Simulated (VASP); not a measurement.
# NbP (F-43m) in VASP: further runs

Runs on NbP. Level: PBEsol. Tasks: single point.

Everything below comes from runs of VASP 6.6.1. Logs are shortened: lines on timing, memory, paths and dates and some standing lists are left out, and cuts for length are marked.

## 1. Starting point

The structure is cubic, space group F-43m (No. 216). The conventional cell has a = 5.006 Å, b = 5.006 Å, c = 5.006 Å, α = 90.00°, β = 90.00°, γ = 90.00°. Nb (site symmetry -43m) has 4 P at 2.17 Å as nearest neighbours. P (site symmetry -43m) is surrounded by 4 Nb at 2.17 Å.

Measurements of this composition are mostly on another form, of space group No. 109.

## 2. Single point, PBEsol

Input file INCAR:

```
PREC = Accurate
ENCUT = 520
EDIFF = 1E-6
ISMEAR = 0
SIGMA = 0.05
LREAL = F
LASPH = T
NELM = 80
ALGO = Normal
ISIF = 2
LWAVE = F
LCHARG = F
GGA = PS
NBANDS = 16
```

Input file KPOINTS:

```
Automatic mesh
0
Gamma
  10 10 10
```

Input file POSCAR:

```
NbP
1.0
    0.0000000000      2.5029298983      2.5029298983
    2.5029298983      0.0000000000      2.5029298983
    2.5029298983      2.5029298983      0.0000000000
Nb P
1 1
Direct
    0.0000000000      0.0000000000      0.0000000000
    0.2500000000      0.2500000000      0.2500000000
```

Potentials or basis: VASP PAW PBE potentials, release 64 (Nb_sv, P).

Started as:

```bash
> cat potpaw_PBE.64/Nb_sv/POTCAR potpaw_PBE.64/P/POTCAR > POTCAR
> mpirun -np 1 vasp_std > vasp.out
```

OUTCAR:

```text
PREC = Accurate
   ENCUT = 520
   EDIFF = 1E-6
   ISMEAR = 0
   LREAL = F
   LASPH = T
   NELM = 80
   ISIF = 2
   GGA = PS

 ion  position               nearest neighbor table
   1  0.000  0.000  0.000-   2 2.17   2 2.17   2 2.17   2 2.17
   2  0.250  0.250  0.250-   1 2.17   1 2.17   1 2.17   1 2.17

  LATTYP: Found a face centered cubic cell.
 ALAT       =     5.0058597966

  Lattice vectors:

 A1 = (   0.0000000000,   2.5029298983,   2.5029298983)
 A2 = (   2.5029298983,   0.0000000000,   2.5029298983)
 A3 = (   2.5029298983,   2.5029298983,   0.0000000000)

Analysis of symmetry for initial positions (statically):
=====================================================================
 Subroutine PRICEL returns:
 Original cell was already a primitive cell.

 Routine SETGRP: Setting up the symmetry group for a
 face centered cubic supercell.

 Subroutine GETGRP returns: Found 24 space group operations
 (whereof 24 operations were pure point group operations)
 out of a pool of 48 trial point group operations.

The static configuration has the point symmetry T_d .

Analysis of symmetry for dynamics (positions and initial velocities):
=====================================================================
 Subroutine PRICEL returns:
 Original cell was already a primitive cell.

 Routine SETGRP: Setting up the symmetry group for a
 face centered cubic supercell.

 Subroutine GETGRP returns: Found 24 space group operations
 (whereof 24 operations were pure point group operations)
 out of a pool of 48 trial point group operations.

The dynamic configuration has the point symmetry T_d .

 Subroutine INISYM returns: Found 24 space group operations
 (whereof 24 operations are pure point group operations),
 and found     1 'primitive' translations

----------------------------------------------------------------------------------------

                                     Primitive cell

  volume of cell :      31.3600

  direct lattice vectors                    reciprocal lattice vectors
     0.000000000  2.502929898  2.502929898    -0.199765883  0.199765883  0.199765883
     2.502929898  0.000000000  2.502929898     0.199765883 -0.199765883  0.199765883
     2.502929898  2.502929898  0.000000000     0.199765883  0.199765883 -0.199765883

  length of vectors
     3.539677408  3.539677408  3.539677408     0.346004658  0.346004658  0.346004658

  position of ions in fractional coordinates (direct lattice)
     0.000000000  0.000000000  0.000000000
     0.250000000  0.250000000  0.250000000

  ion indices of the primitive-cell ions
   primitive index   ion index
                 1           1
                 2           2

----------------------------------------------------------------------------------------

 KPOINTS: Automatic mesh

Automatic generation of k-mesh.
 Grid dimensions read from file:
 generate k-points for:   10   10   10

 Generating k-lattice:

  Cartesian coordinates                     Fractional coordinates (reciprocal lattice)
    -0.019976588  0.019976588  0.019976588     0.100000000  0.000000000  0.000000000
     0.019976588 -0.019976588  0.019976588     0.000000000  0.100000000  0.000000000
     0.019976588  0.019976588 -0.019976588     0.000000000  0.000000000  0.100000000

  Length of vectors
     0.034600466  0.034600466  0.034600466

  Shift w.r.t. Gamma in fractional coordinates (k-lattice)
     0.000000000  0.000000000  0.000000000

 Subroutine IBZKPT returns following result:
 ===========================================

 Found     47 irreducible k-points:

 Following reciprocal coordinates:
            Coordinates               Weight
  0.000000  0.000000  0.000000      1.000000
  0.100000  0.000000  0.000000      8.000000
  0.200000  0.000000  0.000000      8.000000
  0.300000  0.000000  0.000000      8.000000
  0.400000  0.000000  0.000000      8.000000
  0.500000  0.000000  0.000000      4.000000
[... 16 lines left out ...]
  0.300000  0.300000  0.000000      6.000000
  0.400000  0.300000  0.000000     24.000000
 [... further k-points ...]
   k-points           NKPTS =     47   k-points in BZ     NKDIM =     47   number of bands    NBANDS=     16
   number of dos      NEDOS =    301   number of ions     NIONS =      2
   total plane-waves  NPLWV =  21952
   dimension x,y,z NGX =    28 NGY =   28 NGZ =   28
   dimension x,y,z NGXF=    56 NGYF=   56 NGZF=   56
   ions per type =               1   1
   NGX,Y,Z   is equivalent  to a cutoff of  13.15, 13.15, 13.15 a.u.
   NGXF,Y,Z  is equivalent  to a cutoff of  26.30, 26.30, 26.30 a.u.
 SYSTEM =  unknown system
   PREC   = accura    normal or accurate (medium, high low for compatibility)
   ISTART =      0    job   : 0-new  1-cont  2-samecut
   ICHARG =      2    charge: 1-file 2-atom 10-const
   ISPIN  =      1    spin polarized calculation?
   LNONCOLLINEAR =      F non collinear calculations
   LSORBIT =      F    spin-orbit coupling
   LASPH  =      T    aspherical Exc in radial PAW
   ENCUT  =  520.0 eV  38.22 Ry    6.18 a.u.   6.58  6.58  6.58*2*pi/ulx,y,z
   NELM   =     80;   NELMIN=  2; NELMDL= -5     # of ELM steps
   EDIFF  = 0.1E-05   stopping-criterion for ELM
   LREAL  =      F    real-space projection
   EDIFFG = 0.1E-04   stopping-criterion for IOM
   NSW    =      0    number of steps for IOM
   IBRION =     -1    ionic relax: 0-MD 1-quasi-New 2-CG
   NFREE  =      0    steps in history (QN), initial steepest desc. (CG)
   ISIF   =      2    stress and relaxation
   ISYM   =      2    0-nonsym 1-usesym 2-fastsym
   POTIM  = 0.5000    time-step for ionic-motion
   TEBEG  =    0.0;   TEEND  =   0.0 temperature during run
   PSTRESS=    0.0 pullay stress
   NELECT =      18.0000    total number of electrons
   NUPDOWN=      -1.0000    fix difference up-down
   EMIN   =  10.00;   EMAX   =-10.00  energy-range for DOS
   EFERMI =   0.00;   METHOD = LEGACY
   ISMEAR =     0;   SIGMA  =   0.05  broadening in eV -4-tet -1-fermi 0-gaus
   EFERMI_NEDOS =   21; number of points for ismear=-14 and -15
   IALGO  =     38    algorithm
   IMIX   =      4    mixing-type and parameters
     AMIX     =   0.40;   BMIX     =  1.00
     AMIX_MAG =   1.60;   BMIX_MAG =  1.00
  volume/ion in A,a.u.               =      15.68       105.81
  Fermi-wavevector in a.u.,A,eV,Ry     =   1.360526  2.571022 25.184821  1.851032
  Thomas-Fermi vector in A             =   2.487181
   LORBIT       =      0    0 simple, 1 ext, 2 COOP (PROOUT), +10 PAW based schemes
   GGA     = PS    functional components
   LHFCALC =     F    Hartree Fock is set to
   AEXX    =    0.0000 exact exchange contribution
   IVDW    =     0    specifies the selected vdW correction
   LEPSILON=     F    determine dielectric tensor
   LRPA    =     F    only Hartree local field effects (RPA)
 non-spin polarized calculation
 Gauss-broadening in eV      SIGMA  =   0.05
  energy-cutoff  :      520.00
  volume of cell :       31.36
 maximum number of plane-waves:       869
 NGX is ok and might be reduce to    28
   NGX = 13   NGY = 13   NGZ = 13

 number of electron      17.9999999 magnetization

 Free energy of the ion-electron system (eV)
  ---------------------------------------------------
  ext. energy  EPLUGINS =         0.00000000
  ---------------------------------------------------
  free energy    TOTEN  =       -15.09553118 eV

  energy without entropy =      -15.09456558  energy(sigma->0) =      -15.09504838

 E-fermi :  10.6762     XC(G=0): -11.9383

 val. band max:       10.6444432341   @ k =   0.1000   0.1000   0.0000
 cond. band min:      10.7249593986   @ k =  -0.3000   0.3000   0.1000
 fundamental gap:      0.0805161645
 Fermi energy:        10.6762093420

 k-point     1 :       0.0000    0.0000    0.0000
  band No.  band energies     occupation
      1     -43.8909      2.00000
      2     -20.1282      2.00000
      3     -20.1282      2.00000
      4     -20.1282      2.00000
      5      -1.8883      2.00000
      6       5.9248      2.00000
[... 8 lines left out ...]
     15      22.8686      0.00000
     16      22.8686      0.00000

 k-point     2 :       0.1000    0.0000    0.0000
  band No.  band energies     occupation
      1     -43.8878      2.00000
      2     -20.1656      2.00000
      3     -20.1332      2.00000
      4     -20.1332      2.00000
      5      -1.7219      2.00000
      6       5.7915      2.00000
[... 8 lines left out ...]
     15      21.5842      0.00000
     16      22.4099      0.00000

 k-point     3 :       0.2000    0.0000    0.0000
  band No.  band energies     occupation
      1     -43.8799      2.00000
      2     -20.2620      2.00000
      3     -20.1461      2.00000
      4     -20.1461      2.00000
      5      -1.2821      2.00000
      6       5.5444      2.00000
[... 8 lines left out ...]
     15      19.4976      0.00000
     16      21.6341      0.00000

 k-point     4 :       0.3000    0.0000    0.0000
  band No.  band energies     occupation
      1     -43.8700      2.00000
      2     -20.3785      2.00000
      3     -20.1621      2.00000
      4     -20.1621      2.00000
      5      -0.7399      2.00000
      6       5.4561      2.00000
[... 8 lines left out ...]
     15      19.6649      0.00000
     16      22.0058      0.00000

 k-point     5 :       0.4000    0.0000    0.0000
  band No.  band energies     occupation
      1     -43.8620      2.00000
      2     -20.4707      2.00000
      3     -20.1749      2.00000
      4     -20.1749      2.00000
      5      -0.3190      2.00000
      6       5.6313      2.00000
[... 8 lines left out ...]
     15      21.8760      0.00000
     16      22.9514      0.00000

 k-point     6 :       0.5000    0.0000    0.0000
  band No.  band energies     occupation
      1     -43.8590      2.00000
      2     -20.5055      2.00000
      3     -20.1798      2.00000
      4     -20.1798      2.00000
      5      -0.1673      2.00000
      6       5.7910      2.00000
[... 8 lines left out ...]
     15      23.3552      0.00000
     16      23.3712      0.00000

 k-point     7 :       0.1000    0.1000    0.0000
  band No.  band energies     occupation
      1     -43.8868      2.00000
      2     -20.1659      2.00000
      3     -20.1409      2.00000
      4     -20.1409      2.00000
      5      -1.6659      2.00000
      6       5.6780      2.00000
[... 8 lines left out ...]
     15      21.7303      0.00000
     16      22.1269      0.00000

 k-point     8 :       0.2000    0.1000    0.0000
  band No.  band energies     occupation
      1     -43.8805      2.00000
      2     -20.2377      2.00000
      3     -20.1560      2.00000
      4     -20.1511      2.00000
      5      -1.3150      2.00000
      6       5.4402      2.00000
[... 8 lines left out ...]
     15      20.4034      0.00000
     16      21.3658      0.00000

 k-point     9 :       0.3000    0.1000    0.0000
  band No.  band energies     occupation
      1     -43.8713      2.00000
      2     -20.3440      2.00000
      3     -20.1727      2.00000
      4     -20.1674      2.00000
      5      -0.8009      2.00000
      6       5.3202      2.00000
[... 8 lines left out ...]
     15      19.8694      0.00000
     16      21.3213      0.00000
[... 172 lines left out ...]
 k-point    19 :       0.5000    0.2000    0.0000
  band No.  band energies     occupation
      1     -43.8554      2.00000
      2     -20.4618      2.00000
      3     -20.2510      2.00000
      4     -20.2074      2.00000
      5       0.0841      2.00000
      6       5.3713      2.00000
[... 8 lines left out ...]
     15      21.7806      0.00000
     16      22.2393      0.00000

 k-point    20 :      -0.4000    0.2000    0.0000
  band No.  band energies     occupation
      1     -43.8547      2.00000
      2     -20.4632      2.00000
      3     -20.2691      2.00000
      4     -20.1977      2.00000
      5       0.1167      2.00000
      6       5.7177      2.00000
[... 8 lines left out ...]
     15      21.9552      0.00000
     16      22.1069      0.00000

 k-point    21 :      -0.3000    0.2000    0.0000
  band No.  band energies     occupation
      1     -43.8590      2.00000
      2     -20.4234      2.00000
      3     -20.2636      2.00000
      4     -20.1800      2.00000
      5      -0.1084      2.00000
      6       5.7125      2.00000
[... 8 lines left out ...]
     15      20.6384      0.00000
     16      21.8351      0.00000

 k-point    22 :      -0.2000    0.2000    0.0000
  band No.  band energies     occupation
      1     -43.8666      2.00000
      2     -20.3646      2.00000
      3     -20.2290      2.00000
      4     -20.1610      2.00000
      5      -0.5299      2.00000
      6       5.4383      2.00000
[... 8 lines left out ...]
     15      19.0746      0.00000
     16      21.5941      0.00000

 k-point    23 :       0.3000    0.3000    0.0000
  band No.  band energies     occupation
      1     -43.8631      2.00000
      2     -20.3766      2.00000
      3     -20.2143      2.00000
      4     -20.2143      2.00000
      5      -0.3299      2.00000
      6       4.6283      2.00000
[... 8 lines left out ...]
     15      20.7042      0.00000
     16      22.7731      0.00000

 k-point    24 :       0.4000    0.3000    0.0000
  band No.  band energies     occupation
      1     -43.8568      2.00000
      2     -20.4283      2.00000
      3     -20.2405      2.00000
      4     -20.2292      2.00000
      5       0.0235      2.00000
      6       4.5601      2.00000
[... 8 lines left out ...]
     15      21.1302      0.00000
     16      22.3748      0.00000

 [... further k-points ...]

------------------------ aborting loop because EDIFF is reached ----------------------------------------

  FORCE on cell =-STRESS in cart. coord.  units (eV):
  Direction    XX          YY          ZZ          XY          YZ          ZX
  --------------------------------------------------------------------------------------
  -------------------------------------------------------------------------------------
  Total       12.1544123     12.1544123     12.1544123      0.0000000      0.0000000      0.0000000
  in kB      620.9669588    620.9669588    620.9669588      0.0000000      0.0000000      0.0000000
  external PRESSURE =     620.9669588 kB  Pullay stress =       0.0000000 kB

 VOLUME and BASIS-vectors are now :
 -----------------------------------------------------------------------------
  energy-cutoff  :      520.00
  volume of cell :       31.36
      direct lattice vectors                 reciprocal lattice vectors
     0.000000000  2.502929898  2.502929898    -0.199765883  0.199765883  0.199765883
     2.502929898  0.000000000  2.502929898     0.199765883 -0.199765883  0.199765883
     2.502929898  2.502929898  0.000000000     0.199765883  0.199765883 -0.199765883

 POSITION                                       TOTAL-FORCE (eV/Angst)
 -----------------------------------------------------------------------------------
      0.00000      0.00000      0.00000        -0.000000     -0.000000     -0.000000
      1.25146      1.25146      1.25146         0.000000      0.000000      0.000000
 -----------------------------------------------------------------------------------
    total drift:                               -0.000000     -0.000000     -0.000000

  FREE ENERGIE OF THE ION-ELECTRON SYSTEM (eV)
  ---------------------------------------------------
  free  energy   TOTEN  =       -15.0955311776 eV

  energy  without entropy=      -15.0945655831  energy(sigma->0) =      -15.09504838
```

Run time: 22 s. Hardware: 1 thread of Intel Xeon Platinum 8375C at 2.90GHz (Ice Lake), shared host; peak memory 0.16 GiB.

Results:

- Free energy: -15.0955 eV
- Pressure: 62.1 GPa
- Band gap on the k mesh: none (metal or under the smearing width)

Caveat: a pressure of tens of GPa on the cell as given is suspect, and the run, the potentials or the cell itself is likely at fault; the PAW data sets were made with another functional, which shifts forces and pressure a little.

## 3. Single point, PBEsol

This run uses another cell than the first one, of 19.67 Å³/atom, 1.254 times its volume.

Input file INCAR:

```
PREC = Accurate ; ENCUT = 520
EDIFF = 1E-6 ; ISMEAR = 0
SIGMA = 0.05 ; LREAL = False
LASPH = True ; NELM = 60
ALGO = Normal ; ISIF = 2
LWAVE = False ; LCHARG = True
GGA = PS ; LELF = True
LVHAR = True ; NBANDS = 16
```

Input file KPOINTS:

```
regular mesh
0
Gamma
  10 10 10
```

Input file POSCAR:

```
NbP
1.0
    0.0000000000      2.6993593360      2.6993593360
    2.6993593360      0.0000000000      2.6993593360
    2.6993593360      2.6993593360      0.0000000000
Nb P
1 1
Direct
    0.0000000000      0.0000000000      0.0000000000
    0.2500000000      0.2500000000      0.2500000000
```

Potentials or basis: VASP PAW PBE potentials, release 64 (Nb_sv, P).

Started as:

```bash
> cat potpaw_PBE.64/Nb_sv/POTCAR potpaw_PBE.64/P/POTCAR > POTCAR
> mpirun -np 1 vasp_std > vasp.out
```

It took 21 s on 1 thread of Intel Xeon Platinum 8375C at 2.90GHz (Ice Lake), shared host; peak memory 0.17 GiB.

The run converged. Its results:

```
Free energy            : -16.6738 eV
Pressure               : 9.5 GPa
Band gap on the k mesh : none (metal or under the smearing width)
```

Levels at points of the mesh, in eV from the Fermi level:
```tsv
k point	band 5	band 6	band 7	band 8	band 9	band 10	band 11	band 12	band 13	band 14
(0.00, 0.00, 0.00)	-11.75	-4.02	-4.02	-4.02	-0.03	-0.03	3.21	6.13	6.13	6.13
(0.50, 0.00, 0.00)	-10.51	-4.51	-3.53	-3.53	0.57	0.57	0.95	3.79	3.79	4.98
(0.50, 0.50, 0.00)	-10.07	-5.40	-2.17	-2.17	-1.37	1.22	1.30	1.77	1.77	8.87
```

Caveat: the PAW data sets were made with another functional, which shifts forces and pressure a little.

## 4. Single point, PBEsol

This run uses another cell than the first one, of 20.68 Å³/atom, 1.319 times its volume.

Input file INCAR:

```
ALGO = Fast
EDIFF = 1E-7
ENCUT = 520
GGA = PS
ISIF = 2
ISMEAR = 0
LASPH = T
LCHARG = F
LREAL = F
LWAVE = F
NBANDS = 16
NELM = 60
PREC = Accurate
SIGMA = 0.05
```

Input file KPOINTS:

```
k-points
0
Gamma
  10 10 10
```

Input file POSCAR:

```
NbP
1.0
    0.0000000000      2.7448589176      2.7448589176
    2.7448589176      0.0000000000      2.7448589176
    2.7448589176      2.7448589176      0.0000000000
Nb P
1 1
Direct
    0.0000000000      0.0000000000      0.0000000000
    0.2500000000      0.2500000000      0.2500000000
```

Started as:

```bash
> cat potpaw_PBE.64/Nb_sv/POTCAR potpaw_PBE.64/P/POTCAR > POTCAR
> mpirun -np 1 vasp_std > vasp.out
```

Wall time 79 s (1 thread of Intel Xeon Platinum 8375C at 2.90GHz (Ice Lake), shared host); peak memory 0.18 GiB.

Results (log left out):

* Free energy: -16.7480 eV
* Pressure: 2.4 GPa
* Band gap on the k mesh: none (metal or under the smearing width)

Levels at points of the mesh, in eV from the Fermi level:
```
           k point  band 7  band 8  band 9  band 10  band 11  band 12
(0.00, 0.00, 0.00)   -3.87   -3.87   -0.01    -0.01     3.01     5.91
(0.50, 0.00, 0.00)   -3.40   -3.40    0.54     0.54     0.86     3.61
(0.50, 0.50, 0.00)   -2.17   -2.17   -1.27     1.08     1.20     1.68
```

Caveat: the PAW data sets were made with another functional, which shifts forces and pressure a little.

## 5. The runs side by side

| cell | gap on the mesh (eV) | pressure (GPa) |
| --- | --- | --- |
| F-43m, 15.68 Å³/atom | none | 62.1 |
| F-43m, 19.67 Å³/atom | none | 9.5 |
| F-43m, 20.68 Å³/atom | none | 2.4 |

Alike in all rows: task single point; level PBEsol; potentials or basis VASP PAW PBE potentials, release 64 (Nb_sv, P); no spin polarisation; k mesh 10 × 10 × 10; cutoff (eV) 520; smearing gaussian 0.05 eV.

Every run on the cell as given and a fine mesh finds a metal.

Caveats: the PAW data sets were made with another functional, which shifts forces and pressure a little; a pressure of tens of GPa on the cell as given is suspect, and the run, the potentials or the cell itself is likely at fault (some runs).

Absolute energies hang on the potentials; compare differences alone.
